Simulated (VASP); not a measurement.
# Ru (Fm-3m) in VASP: reference runs

How does Ru come out in PBE? The cell is run as given and disturbed.

All numbers are computed with VASP 6.6.1; they aren't measurements. Logs are shortened: lines on timing, memory, paths and dates and some standing lists are left out, and cuts for length are marked.

**1. The crystal as given**

The structure is cubic, space group Fm-3m (No. 225). Conventional cell: a = 3.830 Å, b = 3.830 Å, c = 3.830 Å, α = 90.00°, β = 90.00°, γ = 90.00°. Ru (site symmetry m-3m) has 12 Ru at 2.71 Å as nearest neighbours.

This isn't the form of Ru at room conditions, which is hcp.

**2. Single point, PBE**

File INCAR:

```
SYSTEM = Ru
ALGO = Normal ; EDIFF = 1E-7
ENCUT = 520 ; GGA = PE
ISIF = 2 ; ISMEAR = -1
LASPH = .True. ; LCHARG = .True.
LELF = .True. ; LREAL = .False.
LVHAR = .True. ; LWAVE = .False.
NBANDS = 13 ; NELM = 80
PREC = Accurate ; SIGMA = 0.05
```

File KPOINTS:

```
k-points
0
Gamma
  12 12 12
  0 0 0
```

File POSCAR:

```
Ru
1.0
    0.0000000000      1.9150000000      1.9150000000
    1.9150000000      0.0000000000      1.9150000000
    1.9150000000      1.9150000000      0.0000000000
Ru
1
Direct
    0.0000000000      0.0000000000      0.0000000000
```

Potentials or basis: VASP PAW PBE potentials, release 64 (Ru_pv).

The run is started by

```bash
$ cat potpaw_PBE.64/Ru_pv/POTCAR > POTCAR
$ mpirun -np 1 vasp_std > vasp.out
```

OUTCAR:

```text
SYSTEM = Ru
   EDIFF = 1E-7
   ENCUT = 520
   GGA = PE
   ISIF = 2
   ISMEAR = -1
   LASPH = .True.
   LREAL = .False.
   NELM = 80
   PREC = Accurate

 ion  position               nearest neighbor table
   1  0.000  0.000  0.000-

  LATTYP: Found a face centered cubic cell.
 ALAT       =     3.8300000000

  Lattice vectors:

 A1 = (   0.0000000000,   1.9150000000,   1.9150000000)
 A2 = (   1.9150000000,   0.0000000000,   1.9150000000)
 A3 = (   1.9150000000,   1.9150000000,   0.0000000000)

Analysis of symmetry for initial positions (statically):
=====================================================================
 Subroutine PRICEL returns:
 Original cell was already a primitive cell.

 Routine SETGRP: Setting up the symmetry group for a
 face centered cubic supercell.

 Subroutine GETGRP returns: Found 48 space group operations
 (whereof 48 operations were pure point group operations)
 out of a pool of 48 trial point group operations.

The static configuration has the point symmetry O_h .

Analysis of symmetry for dynamics (positions and initial velocities):
=====================================================================
 Subroutine PRICEL returns:
 Original cell was already a primitive cell.

 Routine SETGRP: Setting up the symmetry group for a
 face centered cubic supercell.

 Subroutine GETGRP returns: Found 48 space group operations
 (whereof 48 operations were pure point group operations)
 out of a pool of 48 trial point group operations.

The dynamic configuration has the point symmetry O_h .

 Subroutine INISYM returns: Found 48 space group operations
 (whereof 48 operations are pure point group operations),
 and found     1 'primitive' translations

----------------------------------------------------------------------------------------

                                     Primitive cell

  volume of cell :      14.0455

  direct lattice vectors                    reciprocal lattice vectors
     0.000000000  1.915000000  1.915000000    -0.261096606  0.261096606  0.261096606
     1.915000000  0.000000000  1.915000000     0.261096606 -0.261096606  0.261096606
     1.915000000  1.915000000  0.000000000     0.261096606  0.261096606 -0.261096606

  length of vectors
     2.708218972  2.708218972  2.708218972     0.452232587  0.452232587  0.452232587

  position of ions in fractional coordinates (direct lattice)
     0.000000000  0.000000000  0.000000000

  ion indices of the primitive-cell ions
   primitive index   ion index
                 1           1

----------------------------------------------------------------------------------------

 KPOINTS: k-points

Automatic generation of k-mesh.
 Grid dimensions read from file:
 generate k-points for:   12   12   12

 Generating k-lattice:

  Cartesian coordinates                     Fractional coordinates (reciprocal lattice)
    -0.021758050  0.021758050  0.021758050     0.083333333  0.000000000  0.000000000
     0.021758050 -0.021758050  0.021758050     0.000000000  0.083333333  0.000000000
     0.021758050  0.021758050 -0.021758050     0.000000000  0.000000000  0.083333333

  Length of vectors
     0.037686049  0.037686049  0.037686049

  Shift w.r.t. Gamma in fractional coordinates (k-lattice)
     0.000000000  0.000000000  0.000000000

 Subroutine IBZKPT returns following result:
 ===========================================

 Found     72 irreducible k-points:

 Following reciprocal coordinates:
            Coordinates               Weight
  0.000000  0.000000  0.000000      1.000000
  0.083333  0.000000  0.000000      8.000000
  0.166667  0.000000  0.000000      8.000000
  0.250000  0.000000  0.000000      8.000000
  0.333333  0.000000  0.000000      8.000000
  0.416667  0.000000  0.000000      8.000000
[... 42 lines left out ...]
  0.333333  0.250000  0.083333     24.000000
  0.416667  0.250000  0.083333     48.000000
 [... further k-points ...]
   k-points           NKPTS =     72   k-points in BZ     NKDIM =     72   number of bands    NBANDS=     13
   number of dos      NEDOS =    301   number of ions     NIONS =      1
   total plane-waves  NPLWV =   8000
   dimension x,y,z NGX =    20 NGY =   20 NGZ =   20
   dimension x,y,z NGXF=    40 NGYF=   40 NGZF=   40
   ions per type =               1
   NGX,Y,Z   is equivalent  to a cutoff of  12.28, 12.28, 12.28 a.u.
   NGXF,Y,Z  is equivalent  to a cutoff of  24.55, 24.55, 24.55 a.u.
 SYSTEM =  Ru
   PREC   = accura    normal or accurate (medium, high low for compatibility)
   ISTART =      0    job   : 0-new  1-cont  2-samecut
   ICHARG =      2    charge: 1-file 2-atom 10-const
   ISPIN  =      1    spin polarized calculation?
   LNONCOLLINEAR =      F non collinear calculations
   LSORBIT =      F    spin-orbit coupling
   LASPH  =      T    aspherical Exc in radial PAW
   ENCUT  =  520.0 eV  38.22 Ry    6.18 a.u.   5.04  5.04  5.04*2*pi/ulx,y,z
   NELM   =     80;   NELMIN=  2; NELMDL= -5     # of ELM steps
   EDIFF  = 0.1E-06   stopping-criterion for ELM
   LREAL  =      F    real-space projection
   EDIFFG = 0.1E-05   stopping-criterion for IOM
   NSW    =      0    number of steps for IOM
   IBRION =     -1    ionic relax: 0-MD 1-quasi-New 2-CG
   NFREE  =      0    steps in history (QN), initial steepest desc. (CG)
   ISIF   =      2    stress and relaxation
   ISYM   =      2    0-nonsym 1-usesym 2-fastsym
   POTIM  = 0.5000    time-step for ionic-motion
   TEBEG  =    0.0;   TEEND  =   0.0 temperature during run
   PSTRESS=    0.0 pullay stress
   NELECT =      14.0000    total number of electrons
   NUPDOWN=      -1.0000    fix difference up-down
   EMIN   =  10.00;   EMAX   =-10.00  energy-range for DOS
   EFERMI =   0.00;   METHOD = LEGACY
   ISMEAR =    -1;   SIGMA  =   0.05  broadening in eV -4-tet -1-fermi 0-gaus
   EFERMI_NEDOS =   21; number of points for ismear=-14 and -15
   IALGO  =     38    algorithm
   IMIX   =      4    mixing-type and parameters
     AMIX     =   0.40;   BMIX     =  1.00
     AMIX_MAG =   1.60;   BMIX_MAG =  1.00
  volume/ion in A,a.u.               =      14.05        94.78
  Fermi-wavevector in a.u.,A,eV,Ry     =   1.635330  3.090326 36.386117  2.674304
  Thomas-Fermi vector in A             =   2.726821
   LORBIT       =      0    0 simple, 1 ext, 2 COOP (PROOUT), +10 PAW based schemes
   GGA     = PE    functional components
   LHFCALC =     F    Hartree Fock is set to
   AEXX    =    0.0000 exact exchange contribution
   IVDW    =     0    specifies the selected vdW correction
   LEPSILON=     F    determine dielectric tensor
   LRPA    =     F    only Hartree local field effects (RPA)
 non-spin polarized calculation
  energy-cutoff  :      520.00
  volume of cell :       14.05
 maximum number of plane-waves:       388
   NGX =  9   NGY =  9   NGZ =  9

 number of electron      13.9999998 magnetization

 Free energy of the ion-electron system (eV)
  ---------------------------------------------------
  ext. energy  EPLUGINS =         0.00000000
  ---------------------------------------------------
  free energy    TOTEN  =        -9.13311511 eV

  energy without entropy =       -9.12683788  energy(sigma->0) =       -9.12997650

 E-fermi :  12.1532     XC(G=0): -13.9097

 val. band max:       12.1526411010   @ k =  -0.3333   0.4167   0.0833
 cond. band min:      12.1771943749   @ k =   0.2500   0.0000   0.0000
 fundamental gap:      0.0245532739
 Fermi energy:        12.1531826039

 k-point     1 :       0.0000    0.0000    0.0000
  band No.  band energies     occupation
      1     -30.2830      2.00000
      2     -30.2830      2.00000
      3     -30.2830      2.00000
      4       4.4420      2.00000
      5       9.6921      2.00000
      6       9.6921      2.00000
      7       9.6921      2.00000
      8      12.0153      1.88068
      9      12.0153      1.88068
     10      22.7130      0.00000
     11      27.2262      0.00000
     12      32.7820      0.00000
     13      32.7820      0.00000

 k-point     2 :       0.0833    0.0000    0.0000
  band No.  band energies     occupation
      1     -30.3497      2.00000
      2     -30.2917      2.00000
      3     -30.2917      2.00000
      4       4.7258      2.00000
      5       9.5513      2.00000
      6       9.8074      2.00000
      7       9.8074      2.00000
      8      11.9457      1.96897
      9      11.9457      1.96897
     10      22.7128      0.00000
     11      27.6868      0.00000
     12      31.4920      0.00000
     13      33.2383      0.00000

 k-point     3 :       0.1667    0.0000    0.0000
  band No.  band energies     occupation
      1     -30.5296      2.00000
      2     -30.3156      2.00000
      3     -30.3156      2.00000
      4       5.4765      2.00000
      5       9.2921      2.00000
      6      10.0395      2.00000
      7      10.0395      2.00000
      8      11.8806      1.99145
      9      11.8806      1.99145
     10      22.7128      0.00000
     11      28.7429      0.00000
     12      29.3330      0.00000
     13      34.5196      0.00000
[... 561 lines left out ...]
 k-point    39 :      -0.3333    0.3333    0.0000
  band No.  band energies     occupation
      1     -30.9275      2.00000
      2     -30.9211      2.00000
      3     -30.5105      2.00000
      4       7.4492      2.00000
      5       8.4638      2.00000
      6       9.8033      2.00000
      7      11.6785      1.99985
      8      13.0626      0.00000
      9      19.4258      0.00000
     10      22.7121      0.00000
     11      22.8650      0.00000
     12      24.7927      0.00000
     13      30.8929      0.00000

 k-point    40 :       0.4167    0.4167    0.0000
  band No.  band energies     occupation
      1     -31.1216      2.00000
      2     -30.6061      2.00000
      3     -30.6061      2.00000
      4       6.2704      2.00000
      5       6.6848      2.00000
      6      13.6144      0.00000
      7      13.7753      0.00000
      8      13.7753      0.00000
      9      14.4629      0.00000
     10      22.7121      0.00000
     11      26.2807      0.00000
     12      26.2807      0.00000
     13      26.8494      0.00000

 [... further k-points ...]

------------------------ aborting loop because EDIFF is reached ----------------------------------------

  FORCE on cell =-STRESS in cart. coord.  units (eV):
  Direction    XX          YY          ZZ          XY          YZ          ZX
  --------------------------------------------------------------------------------------
  -------------------------------------------------------------------------------------
  Total       -0.4212471     -0.4212471     -0.4212471     -0.0000000     -0.0000000      0.0000000
  in kB      -48.0519625    -48.0519625    -48.0519625     -0.0000000     -0.0000000      0.0000000
  external PRESSURE =     -48.0519625 kB  Pullay stress =       0.0000000 kB

 VOLUME and BASIS-vectors are now :
 -----------------------------------------------------------------------------
  energy-cutoff  :      520.00
  volume of cell :       14.05
      direct lattice vectors                 reciprocal lattice vectors
     0.000000000  1.915000000  1.915000000    -0.261096606  0.261096606  0.261096606
     1.915000000  0.000000000  1.915000000     0.261096606 -0.261096606  0.261096606
     1.915000000  1.915000000  0.000000000     0.261096606  0.261096606 -0.261096606

 POSITION                                       TOTAL-FORCE (eV/Angst)
 -----------------------------------------------------------------------------------
      0.00000      0.00000      0.00000        -0.000000      0.000000     -0.000000
 -----------------------------------------------------------------------------------
    total drift:                                0.000000      0.000000      0.000000

  FREE ENERGIE OF THE ION-ELECTRON SYSTEM (eV)
  ---------------------------------------------------
  free  energy   TOTEN  =        -9.1331151108 eV

  energy  without entropy=       -9.1268378797  energy(sigma->0) =       -9.12997650
```

Wall time 8 s (1 thread of Intel Xeon Platinum 8488C (Sapphire Rapids), shared host); peak memory 0.13 GiB.

What came out:

* Free energy: -9.1331 eV
* Pressure: -4.8 GPa
* Band gap on the k mesh: none (metal or under the smearing width)

Levels at points of the mesh, in eV from the Fermi level:
```
           k point  band 3  band 4  band 5  band 6  band 7  band 8  band 9  band 10  band 11  band 12
(0.00, 0.00, 0.00)  -42.44   -7.71   -2.46   -2.46   -2.46   -0.14   -0.14    10.56    15.07    20.63
(0.50, 0.00, 0.00)  -42.57   -5.83   -2.58   -2.58    1.00    1.64    1.64     9.66    10.56    14.66
(0.50, 0.50, 0.00)  -42.78   -6.10   -5.64    1.59    2.12    2.12    3.56    10.56    13.24    13.24
```

**3. Single point, PBE (cell strained at random at fixed volume)**

File INCAR:

```
SYSTEM = Ru
PREC = Accurate
ENCUT = 520
EDIFF = 1E-7
ISMEAR = -1
SIGMA = 0.05
LREAL = .FALSE.
LASPH = .TRUE.
NELM = 80
ALGO = Normal
ISIF = 2
LWAVE = .FALSE.
LCHARG = .FALSE.
GGA = PE
NBANDS = 13
```

File KPOINTS:

```
Automatic mesh
0
G
  12 12 12
  0 0 0
```

File POSCAR:

```
Ru
1.0
    0.0536490000      1.9386870000      1.9070040000
    1.9461440000      0.0409510000      1.9197030000
    1.9522850000      1.9575260000      0.0348100000
Ru
1
Direct
   -0.0031480000     -0.0304750000      0.0180430000
```

Potentials or basis: VASP PAW PBE potentials, release 64 (Ru_pv).

The run is started by

```bash
$ cat potpaw_PBE.64/Ru_pv/POTCAR > POTCAR
$ mpirun -np 1 vasp_std > vasp.out
```

Run time: 78 s. Hardware: 1 thread of Intel Xeon Platinum 8488C (Sapphire Rapids), shared host; peak memory 0.25 GiB.

The run converged. Its results:

- Free energy: -9.1133 eV
- Pressure: -4.3 GPa
- Band gap on the k mesh: none (metal or under the smearing width)

Stress tensor (GPa, compression positive):
```
-4.96 -7.51 -6.28
-7.51 -5.81 -2.77
-6.28 -2.77 -2.01
```

Levels at points of the mesh, in eV from the Fermi level:
```
           k point  band 4  band 5  band 6  band 7  band 8  band 9  band 10  band 11
(0.00, 0.00, 0.00)   -7.71   -2.81   -2.39   -2.23   -0.23   -0.01    10.56    15.06
(0.50, 0.00, 0.00)   -5.83   -2.91   -2.35    1.24    1.56    1.83    10.00    10.56
(0.00, 0.50, 0.00)   -5.83   -2.96   -2.23    1.09    1.51    1.80     9.80    10.56
(0.50, 0.50, 0.00)   -6.11   -5.66    1.56    2.11    2.17    3.78    10.56    12.52
(0.00, 0.00, 0.50)   -5.83   -2.78   -2.38    1.03    1.38    1.86     9.72    10.56
(0.50, 0.00, 0.50)   -6.10   -5.63    1.55    2.08    2.18    3.43    10.56    12.90
(0.00, 0.50, 0.50)   -6.10   -5.63    1.53    2.06    2.22    3.49    10.56    13.08
(0.50, 0.50, 0.50)   -5.84   -2.60   -2.42    0.65    1.45    1.64     9.16    10.56
```
